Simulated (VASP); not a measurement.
# SrTiO3 in VASP: one cell, several levels of theory

Aim: gap, levels, forces and stress of SrTiO3, cubic perovskite, under -2.0 % biaxial strain in x and y, free along z at fixed geometry. Runs: PBE, r2SCAN. The results are then set beside those of Ansatz 0.2.0 for the same cell.

Code: VASP 6.6.1. PAW datasets, plane waves. Spin-unpolarised throughout; all numbers are computed.

### Step 1. The cell

The cell comes from an earlier relaxation with r2SCAN in another program, then strained, with the atoms relaxed again.

The symmetry is P4/mmm (No. 123, tetragonal); a = 3.829 Å, c = 3.958 Å in the conventional setting, 11.60 Å³ an atom. Sr has 12 O at 2.71–2.75 Å; Ti has 6 O at 1.91–1.98 Å; O has 2 Ti at 1.98 Å and 4 Sr at 2.71 Å; O has 2 Ti at 1.91 Å and 4 Sr at 2.75 Å.

Coordinates:

Space group P4/mmm (No. 123). a = 3.829 Å, b = 3.829 Å, c = 3.958 Å, α = 90.00°, β = 90.00°, γ = 90.00°
```csv
atom,site,symmetry,x,y,z
Sr,1a,4/mmm,0.0000,0.0000,0.0000
Ti,1d,4/mmm,0.5000,0.5000,0.5000
O,1c,4/mmm,0.5000,0.5000,0.0000
O,2e,mmm.,0.5000,0.0000,0.5000
```

### Step 2. PBE

Contents of INCAR:

```
ENCUT = 520.000000
SIGMA = 0.020000
EDIFF = 1.00e-07
GGA = PE
PREC = Accurate
IBRION = -1
ISIF = 2
ISMEAR = -1
NBANDS = 28
NELM = 120
NSW = 0
LASPH = .TRUE.
LCHARG = .FALSE.
LWAVE = .FALSE.
LREAL = .FALSE.
```

Contents of KPOINTS:

```
KPOINTS created by Atomic Simulation Environment
0
Gamma
6 6 6
0 0 0
```

Contents of KPOINTS_OPT:

```
special points
4
Reciprocal
0.0000000000 0.0000000000 0.0000000000 1
0.0000000000 0.5000000000 0.0000000000 1
0.5000000000 0.5000000000 0.0000000000 1
0.5000000000 0.5000000000 0.5000000000 1
```

Contents of POSCAR:

```
Sr Ti O
 1.0000000000000000
     3.8287144715000001    0.0000000000000000    0.0000000000000000
     0.0000000000000000    3.8287144715000001    0.0000000000000000
     0.0000000000000000    0.0000000000000000    3.9579665992000002
 Sr  Ti  O
   1   1   3
Cartesian
  0.0000000000000000  0.0000000000000000  0.0000000000000000
  1.9143572357500005  1.9143572357500005  1.9789832996000005
  1.9143572357500005  1.9143572357500005  0.0000000000000000
  1.9143572357500005  0.0000000000000000  1.9789832996000005
  0.0000000000000000  1.9143572357500005  1.9789832996000005
```

Potentials: the recommended PBE PAW datasets, 40 valence electrons in the neutral cell.

Launch:

```
$ mpirun -np 1 vasp_std
```

### Step 3. Single point with r2SCAN

Contents of INCAR:

```
ENCUT = 520.000000
SIGMA = 0.010000
EDIFF = 1.00e-07
ALGO = Normal
METAGGA = R2SCAN
PREC = Accurate
IBRION = -1
ISIF = 2
ISMEAR = 0
NBANDS = 28
NELM = 120
NSW = 0
LASPH = .TRUE.
LCHARG = .TRUE.
LELF = .TRUE.
LWAVE = .FALSE.
LREAL = .FALSE.
```

KPOINTS is that of step 2.

KPOINTS_OPT is that of step 2.

POSCAR is that of step 2.

Q: Predict the outcome of this session. Wanted: for each run, gap; pressure; Ansatz: gap; Ansatz: pressure.

The runs gave:

| level | gap (eV) | pressure (GPa) | Ansatz: gap (eV) | Ansatz: pressure (GPa) |
| --- | --- | --- | --- | --- |
| PBE | 1.83 | 10.54 | 1.86 | 9.85 |
| r2SCAN | 2.26 | 6.89 | 2.25 | 5.87 |

The gap spans 1.83 eV (PBE) to 2.26 eV (r2SCAN). At this one volume the pressure spans 6.9 GPa (r2SCAN) to 10.5 GPa (PBE): PBE wants the largest cell and r2SCAN the smallest. The two programs agree on the gap within 0.04 eV, far less than the spread between functionals. The two codes have different PAW datasets and cutoffs.
